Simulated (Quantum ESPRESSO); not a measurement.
# Simulated XPS, UPS and emission spectra of KF, part 11 of 13

What would valence photoemission of KF look like, and what sets its shape?

Quantum ESPRESSO 7.5; DFT, PBE, plane waves, ultrasoft GBRV pseudopotentials, scalar-relativistic (the session's first sound run).

So far. Step 6 (With LDA: self-consistent run): At this level the gap is 5.79 eV on the k-mesh of the self-consistent run, which can miss the band edges. Step 9 (With LDA: bands): At this level the gap is 5.79 eV on the path.

### 12. Projected DOS and spectra

Level of this step: DFT, PBE, plane waves, ultrasoft GBRV pseudopotentials, scalar-relativistic; changed: ecutrho = 160.0 (Quantum ESPRESSO).

projwfc.x splits the states by atom and shell, which the spectra need, since each shell has its own cross section.

projwfc.in reads:

```
&projwfc
  prefix = 'pes'
  outdir = './tmp'
  filpdos = 'pes'
  ngauss = 0
  degauss = 0.00735
  DeltaE = 0.05
  Emin = -23.06
  Emax = 18.94
/
```

The run is started by

```
OMP_NUM_THREADS=1 mpirun -n 4 projwfc.x -nk 4 -in projwfc.in > projwfc.out
```

What it wrote:

```text
[banner, memory and clock lines left out]
Program PROJWFC v.7.5 starts

          URL

     ./tmp/pes.save/

     IMPORTANT: XC functional enforced from input :
     Exchange-correlation= PBE
                           (   1   4   3   4   0   0   0)
     Any further DFT definition will be discarded
     Please, verify this is what you really want

     G-vector sticks info

     Gaussian broadening (read from input): ngauss,degauss=   0    0.007350

     Calling projwave ....

  Problem Sizes
  natomwfc =           12
  nbnd     =           16
  nkstot   =          104
  npwx     =         1119
  nkb      =           26

     Atomic states used for projection
     (read from pseudopotential files):

     state #   1: atom   1 (K  ), wfc  1 (l=0 m= 1)
     state #   2: atom   1 (K  ), wfc  2 (l=1 m= 1)
     state #   3: atom   1 (K  ), wfc  2 (l=1 m= 2)
     state #   4: atom   1 (K  ), wfc  2 (l=1 m= 3)
     state #   5: atom   1 (K  ), wfc  3 (l=0 m= 1)
     state #   6: atom   1 (K  ), wfc  4 (l=1 m= 1)
     state #   7: atom   1 (K  ), wfc  4 (l=1 m= 2)
     state #   8: atom   1 (K  ), wfc  4 (l=1 m= 3)
     state #   9: atom   2 (F  ), wfc  1 (l=0 m= 1)
     state #  10: atom   2 (F  ), wfc  2 (l=1 m= 1)
     state #  11: atom   2 (F  ), wfc  2 (l=1 m= 2)
     state #  12: atom   2 (F  ), wfc  2 (l=1 m= 3)

 k =   0.0000000000  0.0000000000  0.0000000000
==== e(   1) =   -24.62571 eV ====
     psi = 0.904*[#   1]+0.094*[#   5]+0.001*[#   9]
    |psi|^2 = 1.000
==== e(   2) =   -17.14306 eV ====
     psi = 0.870*[#   9]+0.109*[#   5]+0.021*[#   1]
    |psi|^2 = 1.000
==== e(   3) =    -7.86650 eV ====
     psi = 0.325*[#   2]+0.325*[#   3]+0.325*[#   4]+0.006*[#   6]+0.006*[#   7]
          +0.006*[#   8]+0.003*[#  10]+0.003*[#  11]+0.003*[#  12]
    |psi|^2 = 1.000
==== e(   4) =    -7.86650 eV ====
     psi = 0.325*[#   2]+0.325*[#   3]+0.325*[#   4]+0.006*[#   6]+0.006*[#   7]
          +0.006*[#   8]+0.003*[#  10]+0.003*[#  11]+0.003*[#  12]
    |psi|^2 = 1.000
==== e(   5) =    -7.86650 eV ====
     psi = 0.325*[#   2]+0.325*[#   3]+0.325*[#   4]+0.006*[#   6]+0.006*[#   7]
          +0.006*[#   8]+0.003*[#  10]+0.003*[#  11]+0.003*[#  12]
    |psi|^2 = 1.000
==== e(   6) =     1.51051 eV ====
     psi = 0.329*[#  10]+0.329*[#  11]+0.329*[#  12]+0.002*[#   2]+0.002*[#   3]
          +0.002*[#   4]+0.002*[#   6]+0.002*[#   7]+0.002*[#   8]
    |psi|^2 = 0.997
==== e(   7) =     1.51051 eV ====
     psi = 0.329*[#  10]+0.329*[#  11]+0.329*[#  12]+0.002*[#   2]+0.002*[#   3]
          +0.002*[#   4]+0.002*[#   6]+0.002*[#   7]+0.002*[#   8]
    |psi|^2 = 0.997
==== e(   8) =     1.51051 eV ====
     psi = 0.329*[#  10]+0.329*[#  11]+0.329*[#  12]+0.002*[#   2]+0.002*[#   3]
          +0.002*[#   4]+0.002*[#   6]+0.002*[#   7]+0.002*[#   8]
    |psi|^2 = 0.997
==== e(   9) =     7.68519 eV ====
     psi = 0.794*[#   5]+0.127*[#   9]+0.075*[#   1]
    |psi|^2 = 0.996
==== e(  10) =    12.20183 eV ====

    |psi|^2 = 0.000
==== e(  11) =    12.20183 eV ====

    |psi|^2 = 0.000
==== e(  12) =    12.20183 eV ====

    |psi|^2 = 0.000
==== e(  13) =    13.83865 eV ====

    |psi|^2 = 0.000
==== e(  14) =    13.83865 eV ====

    |psi|^2 = 0.000
==== e(  15) =    18.38494 eV ====

    |psi|^2 = 0.000
==== e(  16) =    25.80601 eV ====
     psi = 0.188*[#   6]+0.188*[#   7]+0.188*[#   8]+0.004*[#   2]+0.004*[#   3]
          +0.004*[#   4]+0.002*[#  10]+0.002*[#  11]+0.002*[#  12]
    |psi|^2 = 0.581

 k =   0.0505076272  0.0505076272 -0.0505076272
[...]
psi = 0.890*[#   1]+0.069*[#   5]+0.013*[#   6]+0.013*[#   7]+0.013*[#   8]
          +0.001*[#   9]
[...]
psi = 0.870*[#   9]+0.103*[#   5]+0.020*[#   1]+0.002*[#   6]+0.002*[#   7]
          +0.002*[#   8]
[...]
psi = 0.324*[#   2]+0.324*[#   3]+0.324*[#   4]+0.005*[#   6]+0.005*[#   7]
          +0.005*[#   8]+0.004*[#   5]+0.002*[#  10]+0.002*[#  11]+0.002*[#  12]
          +0.001*[#   9]
[...]
psi = 0.325*[#   2]+0.325*[#   3]+0.325*[#   4]+0.006*[#   6]+0.006*[#   7]
          +0.006*[#   8]+0.002*[#  10]+0.002*[#  11]+0.002*[#  12]
[...]
psi = 0.325*[#   2]+0.325*[#   3]+0.325*[#   4]+0.006*[#   6]+0.006*[#   7]
          +0.006*[#   8]+0.002*[#  10]+0.002*[#  11]+0.002*[#  12]
[...]
psi = 0.326*[#  10]+0.326*[#  11]+0.326*[#  12]+0.011*[#   5]+0.002*[#   2]
          +0.002*[#   3]+0.002*[#   4]
[...]
psi = 0.329*[#  10]+0.329*[#  11]+0.329*[#  12]+0.002*[#   2]+0.002*[#   3]
          +0.002*[#   4]+0.001*[#   6]+0.001*[#   7]+0.001*[#   8]
[...]
psi = 0.329*[#  10]+0.329*[#  11]+0.329*[#  12]+0.002*[#   2]+0.002*[#   3]
          +0.002*[#   4]+0.001*[#   6]+0.001*[#   7]+0.001*[#   8]
[...]
psi = 0.713*[#   5]+0.125*[#   9]+0.076*[#   1]+0.023*[#   6]+0.023*[#   7]
          +0.023*[#   8]+0.003*[#  10]+0.003*[#  11]+0.003*[#  12]
[...]
psi = 0.001*[#   6]+0.001*[#   7]+0.001*[#   8]
[...]
psi = 0.008*[#   6]+0.008*[#   7]+0.008*[#   8]
[...]
psi = 0.008*[#   6]+0.008*[#   7]+0.008*[#   8]
[...]
+0.002*[#   2]+0.002*[#   3]+0.002*[#   4]
[...]
k =   0.1010152545  0.1010152545 -0.1010152545
[...]
+0.007*[#   8]
[...]
+0.002*[#   6]+0.002*[#   7]+0.002*[#   8]+0.002*[#  10]+0.002*[#  11]
          +0.002*[#  12]
[...]
+0.006*[#   8]+0.002*[#  10]+0.002*[#  11]+0.002*[#  12]
[...]
+0.006*[#   8]+0.002*[#  10]+0.002*[#  11]+0.002*[#  12]
[...]
+0.003*[#   9]+0.001*[#   2]+0.001*[#   3]+0.001*[#   4]
[...]
+0.002*[#   4]
[...]
+0.002*[#   4]
[...]
+0.072*[#   8]+0.010*[#  10]+0.010*[#  11]+0.010*[#  12]+0.002*[#   2]
          +0.002*[#   3]+0.002*[#   4]
[...]
psi = 0.026*[#   6]+0.026*[#   7]+0.026*[#   8]
[...]
psi = 0.026*[#   6]+0.026*[#   7]+0.026*[#   8]
[...]
+0.003*[#   2]+0.003*[#   3]+0.003*[#   4]
[...]
k =   0.1515228817  0.1515228817 -0.1515228817
[...]
+0.014*[#   8]
[...]
+0.002*[#  10]+0.002*[#  11]+0.002*[#  12]
[...]
+0.006*[#   8]+0.002*[#  10]+0.002*[#  11]+0.002*[#  12]
[...]
+0.001*[#   4]
[...]
+0.064*[#   8]+0.009*[#  10]+0.009*[#  11]+0.009*[#  12]+0.002*[#   2]
          +0.002*[#   3]+0.002*[#   4]
[...]
psi = 0.004*[#   6]+0.004*[#   7]+0.004*[#   8]+0.001*[#   5]
[...]
+0.002*[#  10]+0.002*[#  11]+0.002*[#  12]
[...]
psi = 0.004*[#   6]+0.004*[#   7]+0.004*[#   8]+0.001*[#   5]
[...]
+0.002*[#   2]+0.002*[#   3]+0.002*[#   4]
[...]
k =   0.2020305089  0.1010152545 -0.1010152545
[...]
+0.002*[#  10]+0.002*[#  11]+0.002*[#  12]+0.001*[#   6]+0.001*[#   7]
[...]
+0.005*[#   8]+0.001*[#   5]+0.001*[#  10]+0.001*[#  11]+0.001*[#  12]

[...]
+0.002*[#   3]+0.002*[#   4]
[...]
+0.074*[#   1]+0.016*[#  10]+0.016*[#  11]+0.016*[#  12]+0.004*[#   2]
          +0.004*[#   3]+0.004*[#   4]
[...]
+0.003*[#  10]+0.003*[#  11]+0.003*[#  12]
[...]
psi = 0.006*[#   6]+0.006*[#   7]+0.006*[#   8]+0.003*[#   5]
[...]
+0.003*[#   2]+0.003*[#   3]+0.003*[#   4]
[...]
k =   0.2525381361  0.1515228817 -0.1515228817
[...]
psi = 0.840*[#   1]+0.053*[#   6]+0.053*[#   7]+0.053*[#   8]
[...]
+0.001*[#  10]+0.001*[#  11]+0.001*[#  12]
[...]
+0.001*[#   3]+0.001*[#   4]
[...]
+0.007*[#   3]+0.007*[#   4]
[...]
k =   0.3030457634  0.2020305089 -0.2020305089
[...]
psi = 0.326*[#  10]+0.326*[#  11]+0.326*[#  12]+0.003*[#   5]
[...]
+0.009*[#   3]+0.009*[#   4]
[...]
k =   0.3535533906  0.2525381361 -0.2525381361
[...]
k =  -0.3030457634 -0.4040610178  0.4040610178
[...]
+0.002*[#   3]+0.002*[#   4]
[...]
+0.011*[#   7]+0.011*[#   8]
[...]
k =  -0.2525381361 -0.3535533906  0.3535533906
[...]
psi = 0.838*[#   1]+0.054*[#   6]+0.054*[#   7]+0.054*[#   8]
[...]
psi = 0.011*[#   5]+0.004*[#   6]+0.004*[#   7]+0.004*[#   8]
[...]
psi = 0.011*[#   6]+0.011*[#   7]+0.011*[#   8]+0.004*[#   5]
[...]
psi = 0.003*[#   6]+0.003*[#   7]+0.003*[#   8]+0.001*[#   5]
[...]
psi = 0.834*[#   1]+0.055*[#   6]+0.055*[#   7]+0.055*[#   8]
[...]
psi = 0.327*[#  10]+0.327*[#  11]+0.327*[#  12]
[...]
psi = 0.002*[#  10]+0.002*[#  11]+0.002*[#  12]
[...]
psi = 0.327*[#  10]+0.327*[#  11]+0.327*[#  12]
[...]
psi = 0.328*[#  10]+0.328*[#  11]+0.328*[#  12]
[...]
psi = 0.836*[#   1]+0.054*[#   6]+0.054*[#   7]+0.054*[#   8]
[...]
psi = 0.328*[#  10]+0.328*[#  11]+0.328*[#  12]
[...]
psi = 0.012*[#   6]+0.012*[#   7]+0.012*[#   8]
[...]
psi = 0.835*[#   1]+0.055*[#   6]+0.055*[#   7]+0.055*[#   8]
[...]
k =   0.3535533906  0.0505076272 -0.0505076272
[...]
psi = 0.018*[#   6]+0.018*[#   7]+0.018*[#   8]
[...]
k =   0.4040610178  0.1010152545 -0.1010152545
[...]
+0.004*[#  10]+0.004*[#  11]+0.004*[#  12]+0.002*[
[... cut ...]
|^2 = 0.002
[...]
k =   0.4545686450  0.1515228817 -0.0505076272
[...]
+0.005*[#  11]+0.005*[#  12]+0.002*[#   1]
[...]
k =  -0.2020305089 -0.5050762723  0.6060915267
[...]
+0.003*[#  10]+0.003*[#  11]+0.003*[#  12]
[...]
k =  -0.1515228817 -0.4545686450  0.5555838995
[...]
+0.002*[#   3]+0.002*[#   4]+0.001*[#   5]
[...]
+0.005*[#  10]+0.005*[#  11]+0.005*[#  12]
[...]
+0.002*[#   2]+0.002*[#   3]+0.002*[#   4]
[...]
k =  -0.1010152545 -0.4040610178  0.5050762723
[...]
+0.001*[#   3]+0.001*[#   4]
[...]
+0.010*[#  11]+0.010*[#  12]+0.004*[#   5]+0.002*[#   2]+0.002*[#   3]
          +0.002*[#   4]
[...]
+0.003*[#  12]
[...]
+0.001*[#   7]+0.001*[#   8]
[...]
k =  -0.0505076272 -0.3535533906  0.4545686450
[...]
+0.002*[#   1]+0.002*[#   2]+0.002*[#   3]+0.002*[#   4]
[...]
+0.006*[#  12]+0.003*[#   6]+0.003*[#   7]+0.003*[#   8]+0.003*[#   9]

[...]
+0.004*[#   6]+0.004*[#   7]+0.004*[#   8]+0.002*[#  10]+0.002*[#  11]
          +0.002*[#  12]
[...]
+0.005*[#   8]+0.001*[#   9]
[...]
+0.011*[#   7]+0.011*[#   8]+0.003*[#   1]+0.002*[#   2]+0.002*[#   3]
          +0.002*[#   4]+0.001*[#   9]
[...]
+0.001*[#   4]
[...]
+0.014*[#   8]+0.005*[#   2]+0.005*[#   3]+0.005*[#   4]
[...]
+0.023*[#  10]+0.023*[#  11]+0.023*[#  12]+0.010*[#   1]+0.004*[#   2]
          +0.004*[#   3]+0.004*[#   4]
[...]
+0.009*[#  11]+0.009*[#  12]+0.002*[#   2]+0.002*[#   3]+0.002*[#   4]
          +0.001*[#   1]
[...]
+0.012*[#   9]
[...]
+0.001*[#  12]
[...]
+0.005*[#  11]+0.005*[#  12]
[...]
+0.005*[#  10]+0.005*[#  11]+0.005*[#  12]
[...]
+0.002*[#   9]+0.001*[#  10]+0.001*[#  11]+0.001*[#  12]
[...]
+0.001*[#  10]+0.001*[#  11]+0.001*[#  12]
[...]
k =  -0.0000000000 -0.3030457634  0.4040610178
[...]
+0.005*[#   1]+0.002*[#   2]+0.002*[#   3]+0.002*[#   4]
[...]
psi = 0.322*[#   2]+0.322*[#   3]+0.322*[#   4]+0.006*[#  10]+0.006*[#  11]
          +0.006*[#  12]+0.005*[#   6]+0.005*[#   7]+0.005*[#   8]
[...]
==== e(   4) =    -8.08738 eV ====
     psi = 0.321*[#   2]+0.321*[#   3]+0.321*[#   4]+0.013*[#   9]+0.010*[#   5]
          +0.003*[#   6]+0.003*[#   7]+0.003*[#   8]
    |psi|^2 = 1.000
==== e(   5) =    -7.91511 eV ====
     psi = 0.328*[#   2]+0.328*[#   3]+0.328*[#   4]+0.005*[#   6]+0.005*[#   7]
          +0.005*[#   8]
    |psi|^2 = 1.000
==== e(   6) =     0.92092 eV ====
     psi = 0.301*[#  10]+0.301*[#  11]+0.301*[#  12]+0.041*[#   5]+0.011*[#   6]
          +0.011*[#   7]+0.011*[#   8]+0.005*[#   1]+0.003*[#   9]+0.002*[#   2]
          +0.002*[#   3]+0.002*[#   4]
    |psi|^2 = 0.990
==== e(   7) =     1.19584 eV ====
     psi = 0.327*[#  10]+0.327*[#  11]+0.327*[#  12]
    |psi|^2 = 0.983
==== e(   8) =     1.38388 eV ====
     psi = 0.317*[#  10]+0.317*[#  11]+0.317*[#  12]+0.011*[#   6]+0.011*[#   7]
          +0.011*[#   8]+0.004*[#   2]+0.004*[#   3]+0.004*[#   4]
    |psi|^2 = 0.996
==== e(   9) =    10.68390 eV ====
     psi = 0.188*[#   5]+0.170*[#   6]+0.170*[#   7]+0.170*[#   8]+0.066*[#   9]
          +0.029*[#   1]+0.025*[#  10]+0.025*[#  11]+0.025*[#  12]+0.007*[#   2]
          +0.007*[#   3]+0.007*[#   4]
    |psi|^2 = 0.886
==== e(  10) =    11.23812 eV ====
     psi = 0.112*[#   6]+0.112*[#   7]+0.112*[#   8]+0.006*[#  10]+0.006*[#  11]
          +0.006*[#  12]+0.003*[#   2]+0.003*[#   3]+0.003*[#   4]
    |psi|^2 = 0.362
==== e(  11) =    13.19704 eV ====
     psi = 0.021*[#   6]+0.021*[#   7]+0.021*[#   8]+0.012*[#   5]+0.010*[#   1]
          +0.005*[#   9]+0.001*[#  10]+0.001*[#  11]+0.001*[#  12]
    |psi|^2 = 0.094
==== e(  12) =    13.
```

The job ended after 1.2 s (4 MPI ranks of Intel Xeon Platinum 8559C (Emerald Rapids), shared host).

The run finished with changed settings (ecutrho = 160.0); it serves as a test.

The two runs compared:

```
                                                                             quantity  this run  sound run  difference
share of occupied states in no projected shell (of the occupied states in the window)     0.004     0.0039      1.0e-4
```

(Continued in part 12 of 13.)

[Logs are printed without paths, hosts, clocks, repeated set-up lines and the standing remarks that a program may print on its own settings, such as how far it seeks lower states.]

[Hosts, paths, dates, database ids (printed as entryN), source tags and the programs' standing remarks are cut or masked in the printed files.]

[Maps of the electrostatic potential energy from Ansatz leave out the sawtooth potential of an applied field or a dipole correction, so their vacuum need not be flat; work functions include it.]

[Peak lists hold at most the 14 tallest peaks of each spectrum; further lines can be left out.]
